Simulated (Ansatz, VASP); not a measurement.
MgS in VASP and in Ansatz

```
CELL_PARAMETERS angstrom
3.61209 0.00000 0.00000
-1.80604 3.12816 0.00000
0.00000 0.00000 3.30641
ATOMIC_POSITIONS crystal
Mg 0.33333 0.66667 0.50000
S 0.00000 0.00000 0.00000
```

Change from the starting cell: species swapped into the CdAg type (Amm2, No. 38).

Alike in both runs: functional PBE; k mesh 6 × 6 × 6; occupations gaussian, width 0.1 eV; no spin polarisation.

Ansatz relaxed the structure, and its values are those at the end. VASP's run is a single point on that final structure, the one shown.

```csv
,VASP,Ansatz
version,VASP 6.6.1,Ansatz 0.2.0
potentials or method,"VASP PAW PBE potentials, release 64 (Mg, S)","scalar-relativistic, plane waves, PAW"
plane-wave cutoff (eV),520,420
valence electrons in the cell,8,16
```

VASP gave:

```
gap on the k mesh at the Fermi level (eV) : 1.13
least direct gap on the mesh (eV)         : 2.10
pressure (GPa)                            : -0.3
```

Task: What did Ansatz give for the same quantities?

Result: gap on the k mesh at the Fermi level (eV): 1.15; least direct gap on the mesh (eV): 2.12; pressure (GPa): 0.0.

The functional is the same, so the differences come from potentials, cutoffs and numerics. The two sets of potentials don't hold the same shells in valence.

A k mesh can miss the band edges.
